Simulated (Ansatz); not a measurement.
# Ru: strain and displacement

```xyz
2
Lattice="0.0000 2.7270 2.7270 2.7270 0.0000 2.7270 2.7270 2.7270 0.0000" Properties=species:S:1:pos:R:3 pbc="T T T"
Ru    0.0000    0.0000    0.0000
Ru    1.3635    1.3635    1.3635
```

Atoms are numbered in the order listed.

The structure comes from a relaxation in the same program, started in the diamond type, and has space group Fd-3m. Whether it is a known phase or the ground state wasn't checked.

These are results of DFT, PBE, all-electron PAW with datasets made for the crystal, scalar-relativistic (Ansatz 0.2.0), not measurements.

Sampling and basis: a Γ-centred 10×10×10 k mesh, Fermi–Dirac smearing of 0.03 eV, cutoff 360 eV (chosen by the program for this cell), no spin polarisation.

The unchanged cell is at 0.02 GPa, so energy changes include a term −P ΔV where the volume moves.

In a metal, stresses and small energies carry noise from the k mesh.

x, y and z are the Cartesian axes of the cell as listed; fractional coordinates follow a strain, and an engineering shear is twice the off-diagonal strain component.

Q: One change gave: energy change under 1 meV/atom; stress change (xx, yy, zz, yz, xz, xy) -0.24, -0.24, 0.19, 0.00, 0.00, 0.00 GPa, compression positive. Which change was it?
A. atom 2 (Ru) moved by (0.0566, 0.0566, 0.0000) Å
B. x and y strained by -2 %, z held
C. z strained by -2 % at fixed volume

A: C. For x and y strained by -2 %, z held: energy change +18 meV/atom; stress change (xx, yy, zz, yz, xz, xy) 7.27, 7.27, 7.16, 0.00, 0.00, 0.00 GPa, compression positive. For atom 2 (Ru) moved by (0.0566, 0.0566, 0.0000) Å: energy change +21 meV/atom; stress change (xx, yy, zz, yz, xz, xy) 0.29, 0.29, 0.59, -2.86, -2.86, -0.11 GPa, compression positive; change of the force on Ru2 (-0.713, -0.713, 0.085) eV/Å.

Q: What force constant does this one finite step give for Ru2 along its displacement (all its periodic images move with it)?

A: k = −ΔF·u/|u|² = 12.61 eV/Å², so the force pulls the atom back.
